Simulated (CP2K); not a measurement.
# AlN (F-43m) in CP2K: further runs, part 2 of 2

CP2K 2026.2. Earlier steps stand in the parts before.

## 3. Band structure, LDA

File aln_bands.inp:

```
&GLOBAL
  PROJECT aln_bands
  RUN_TYPE ENERGY_FORCE
  PRINT_LEVEL LOW
&END GLOBAL
&FORCE_EVAL
  METHOD QS
  STRESS_TENSOR ANALYTICAL
  &DFT
    BASIS_SET_FILE_NAME BASIS_MOLOPT_UZH
    POTENTIAL_FILE_NAME POTENTIAL_UZH
    &MGRID
      CUTOFF 675
      REL_CUTOFF 60
      NGRIDS 5
    &END MGRID
    &QS
      METHOD GPW
      EPS_DEFAULT 1.0E-9
    &END QS
    &KPOINTS
      SCHEME MONKHORST-PACK 10 10 10
      GAMMA_CENTERED T
      SYMMETRY T
      SYMMETRY_BACKEND SPGLIB
    &END KPOINTS
    &SCF
      SCF_GUESS ATOMIC
      EPS_SCF 1.0E-6
      MAX_SCF 100
      ADDED_MOS 10
      CHOLESKY OFF
      EPS_EIGVAL 1.0E-7
      &DIAGONALIZATION ON
        ALGORITHM STANDARD
      &END DIAGONALIZATION
      &MIXING ON
        METHOD BROYDEN_MIXING
        ALPHA 0.4
        BETA 1.5
        NBUFFER 8
      &END MIXING
      &SMEAR ON
        METHOD FERMI_DIRAC
        ELECTRONIC_TEMPERATURE 580.23
      &END SMEAR
    &END SCF
    &XC
      &XC_FUNCTIONAL
        &LDA_X
        &END LDA_X
        &LDA_C_PW
        &END LDA_C_PW
      &END XC_FUNCTIONAL
    &END XC
    &PRINT
      &KPOINTS ON
      &END KPOINTS
      &MULLIKEN ON
      &END MULLIKEN
      &MO ON
        ENERGIES T
        OCCUPATION_NUMBERS T
        &EACH
          QS_SCF 0
        &END EACH
        ADD_LAST NUMERIC
      &END MO
      &BAND_STRUCTURE
        FILE_NAME bands.bs
        ADDED_MOS 2
        &KPOINT_SET
          UNITS B_VECTOR
          NPOINTS 10
          SPECIAL_POINT GAMMA 0.00000000 0.00000000 0.00000000
          SPECIAL_POINT X 0.50000000 0.00000000 0.50000000
          SPECIAL_POINT W 0.50000000 0.25000000 0.75000000
          SPECIAL_POINT K 0.37500000 0.37500000 0.75000000
          SPECIAL_POINT GAMMA 0.00000000 0.00000000 0.00000000
          SPECIAL_POINT L 0.50000000 0.50000000 0.50000000
          SPECIAL_POINT U 0.62500000 0.25000000 0.62500000
          SPECIAL_POINT W 0.50000000 0.25000000 0.75000000
          SPECIAL_POINT L 0.50000000 0.50000000 0.50000000
          SPECIAL_POINT K 0.37500000 0.37500000 0.75000000
        &END KPOINT_SET
        &KPOINT_SET
          UNITS B_VECTOR
          NPOINTS 10
          SPECIAL_POINT U 0.62500000 0.25000000 0.62500000
          SPECIAL_POINT X 0.50000000 0.00000000 0.50000000
        &END KPOINT_SET
      &END BAND_STRUCTURE
    &END PRINT
  &END DFT
  &SUBSYS
    &CELL
      A 3.0886333121 0.0000000000 0.0000000000
      B 1.5443166561 2.6748349113 0.0000000000
      C 1.5443166561 0.8916116371 2.5218585391
      PERIODIC XYZ
    &END CELL
    &COORD
      SCALED
      Al  0.0000000000 0.0000000000 0.0000000000
      N   0.2500000000 0.2500000000 0.2500000000
    &END COORD
    &KIND Al
      BASIS_SET TZVP-MOLOPT-PBE-GTH-q3
      POTENTIAL GTH-PBE-q3
    &END KIND
    &KIND N
      BASIS_SET TZVP-MOLOPT-PBE-GTH-q5
      POTENTIAL GTH-PBE-q5
    &END KIND
    &PRINT
      &ATOMIC_COORDINATES ON
      &END ATOMIC_COORDINATES
      &CELL ON
      &END CELL
    &END PRINT
  &END SUBSYS
  &PRINT
    &FORCES ON
    &END FORCES
    &STRESS_TENSOR ON
    &END STRESS_TENSOR
  &END PRINT
&END FORCE_EVAL
```

Potentials or basis: POTENTIAL_UZH Al GTH-PBE-q3, N GTH-PBE-q5; TZVP-MOLOPT-PBE-GTH basis.

Launch:

```bash
$ OMP_NUM_THREADS=1 cp2k.psmp -i aln_bands.inp -o aln_bands.out
```

aln_bands.out:

```text

 CP2K| version string:                                       CP2K version 2026.2
 CP2K| Input file name                                             aln_bands.inp

 GLOBAL| Force Environment number                                              1
 GLOBAL| Basis set file name                                    BASIS_MOLOPT_UZH
 GLOBAL| Potential file name                                       POTENTIAL_UZH
 GLOBAL| MM Potential file name                                     MM_POTENTIAL
 GLOBAL| Coordinate file name                                      __STD_INPUT__
 GLOBAL| Method name                                                        CP2K
 GLOBAL| Project name                                                  aln_bands
 GLOBAL| Run type                                                   ENERGY_FORCE
 GLOBAL| FFT library                                                       FFTW3
 GLOBAL| Diagonalization library                                       ScaLAPACK
 GLOBAL| Cholesky decomposition library                                ScaLAPACK
 GLOBAL| DGEMM library                                                      BLAS
 GLOBAL| Direct generalized diagonalization requested                          F
 GLOBAL| Matrix multiplication library                                 ScaLAPACK
 GLOBAL| Global print level                                                  LOW
 GLOBAL| Total number of message passing processes                             1
 GLOBAL| Number of threads for this process                                    1
 GLOBAL| CPU model name                                 Intel(R) Xeon(R) 6975P-C

 CELL| Volume [angstrom^3]:                                            20.834547
[... 479 lines left out ...]
 KPOINTS| Number of added MOs/bands                                            2
 KPOINTS| Number of k-points in set    1                                      91
 KPOINTS| In units of b-vector [2pi/Bohr]
 KPOINTS| Special point     1       GAMMA     0.000000     0.000000     0.000000
 KPOINTS| Special point     2           X     0.500000     0.000000     0.500000
 KPOINTS| Special point     3           W     0.500000     0.250000     0.750000
 KPOINTS| Special point     4           K     0.375000     0.375000     0.750000
 KPOINTS| Special point     5       GAMMA     0.000000     0.000000     0.000000
 KPOINTS| Special point     6           L     0.500000     0.500000     0.500000
 KPOINTS| Special point     7           U     0.625000     0.250000     0.625000
 KPOINTS| Special point     8           W     0.500000     0.250000     0.750000
 KPOINTS| Special point     9           L     0.500000     0.500000     0.500000
 KPOINTS| Special point    10           K     0.375000     0.375000     0.750000
 KPOINTS| Number of k-points in set    2                                      11
 KPOINTS| In units of b-vector [2pi/Bohr]
 KPOINTS| Special point     1           U     0.625000     0.250000     0.625000
 KPOINTS| Special point     2           X     0.500000     0.000000     0.500000

 ENERGY| Total FORCE_EVAL ( QS ) energy [hartree]            -12.092466357261671

 FORCES| Atomic forces [hartree/bohr]
 FORCES|   Atom     x               y               z               |f|
 FORCES|      1 -1.22287076E-08 -5.51430205E-08  5.70955660E-08   8.03131226E-08
 FORCES|      2  1.24216294E-08  5.52535716E-08 -5.70193561E-08   8.03645507E-08
 FORCES| Sum     1.92921876E-10  1.10551056E-10  7.62099772E-11
 FORCES| Total atomic force                                       2.35049669E-10

 STRESS| Analytical stress tensor [bar]
 STRESS|                        x                   y                   z
 STRESS|      x        3.54688728009E+04  -6.23428379213E-02   5.43727062961E-02
 STRESS|      y       -6.23428379213E-02   3.54684881576E+04   1.17915953529E+00
 STRESS|      z        5.43727062961E-02   1.17915953529E+00   3.54695348370E+04
 STRESS| 1/3 Trace                                             3.54689652651E+04
 STRESS| Determinant                                           4.46216429128E+13

 STRESS| Eigenvectors and eigenvalues of the analytical stress tensor [bar]
 STRESS|                        1                   2                   3
 STRESS| Eigenvalues   3.54677156216E+04   3.54688785041E+04   3.54703016698E+04
 STRESS|      x           0.070606747960      0.997471083302      0.008131735303
 STRESS|      y           0.836086088283     -0.063625174300      0.544896219637
 STRESS|      z          -0.544035605564      0.031674519284      0.838464062859
```

Run time: 31 s. Hardware: 1 thread of Intel Xeon 6975P-C (Granite Rapids), shared host; peak memory 0.34 GiB.

What came out:

- Free energy: -329.0527 eV
- Pressure: 3.5 GPa
- Band gap on the k mesh: 3.16 eV, indirect (least direct gap 4.12 eV)
- Band gap along the path: 3.16 eV, indirect (least direct gap 4.12 eV)
- Mulliken charges: Al +1.40; N -1.40 e

Levels at the corners of the path, in eV from the valence-band top:
| point | band 1 | band 2 | band 3 | band 4 | band 5 | band 6 | band 7 | band 8 | band 9 |
| --- | --- | --- | --- | --- | --- | --- | --- | --- | --- |
| Γ | -15.03 | 0.00 | 0.00 | 0.00 | 4.12 | 12.42 | 12.42 | 12.42 | 18.49 |
| X | -12.29 | -5.00 | -1.81 | -1.81 | 3.16 | 8.41 | 13.92 | 15.64 | 15.64 |
| W | -12.23 | -3.83 | -3.54 | -2.77 | 5.95 | 11.43 | 11.91 | 12.02 | 17.05 |
| K | -12.31 | -4.33 | -3.73 | -1.40 | 5.03 | 10.01 | 13.03 | 14.25 | 15.15 |
| Γ | -15.03 | 0.00 | 0.00 | 0.00 | 4.12 | 12.42 | 12.42 | 12.42 | 18.49 |
| L | -12.94 | -5.97 | -0.48 | -0.48 | 7.27 | 9.88 | 11.14 | 11.14 | 18.75 |
| U | -12.31 | -4.33 | -3.73 | -1.40 | 5.03 | 10.01 | 13.03 | 14.25 | 15.15 |
| W | -12.23 | -3.83 | -3.54 | -2.77 | 5.95 | 11.43 | 11.91 | 12.02 | 17.05 |
| L | -12.94 | -5.97 | -0.48 | -0.48 | 7.27 | 9.88 | 11.14 | 11.14 | 18.75 |
| K | -12.31 | -4.33 | -3.73 | -1.40 | 5.03 | 10.01 | 13.03 | 14.25 | 15.15 |
| U | -12.31 | -4.33 | -3.73 | -1.40 | 5.03 | 10.01 | 13.03 | 14.25 | 15.15 |
| X | -12.29 | -5.00 | -1.81 | -1.81 | 3.16 | 8.41 | 13.92 | 15.64 | 15.64 |

Caveat: Mulliken charges move with the basis; the potentials were made for another functional, which shifts forces and pressure; the basis of atomic orbitals isn't converged, which shifts pressures, moduli and gaps.
